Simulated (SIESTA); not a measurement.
Crystal: Ta.

```
Ta
1.0
    -1.65128    1.65128    1.65128
     1.65128   -1.65128    1.65128
     1.65128    1.65128   -1.65128
Ta
1
Direct
  0.00000 0.00000 0.00000
```

* Program: SIESTA 5.4.2
* Task: single point
* Functional: PBE
* Potentials or basis: PseudoDojo 0.4 standard (PBE files)
* Basis: DZP (energy shift 0.003 Ry; two zetas on semicore shells)
* Grid cutoff: 800 Ry
* Energy shift: 0.003 Ry
* k mesh: 11 × 11 × 11
* Occupations: fermi-dirac, width 0.05 eV
* Spin: no spin polarisation

On this cell: pressure 3.3 GPa; band gap on the k mesh none (metal or under the smearing width).

The same run follows on a disturbed copy (cell strained at random at fixed volume):

```
CELL_PARAMETERS angstrom
-1.62073 1.65465 1.62924
1.69780 -1.62617 1.67783
1.62244 1.62787 -1.60076
ATOMIC_POSITIONS crystal
Ta 0.00191 0.97643 0.99590
```

What changes?

The energy (extrapolated to zero smearing) moves by +15.2 meV/atom; pressure 3.7 GPa; band gap on the k mesh none (metal or under the smearing width).

Stress tensor (GPa, compression positive):
```
 3.10 -0.19 -4.44
-0.19  4.43 -1.49
-4.44 -1.49  3.46
```

Caveats: short orbitals over semicore shells can move pressures by several GPa; the basis of atomic orbitals isn't converged, which shifts pressures, moduli and gaps.
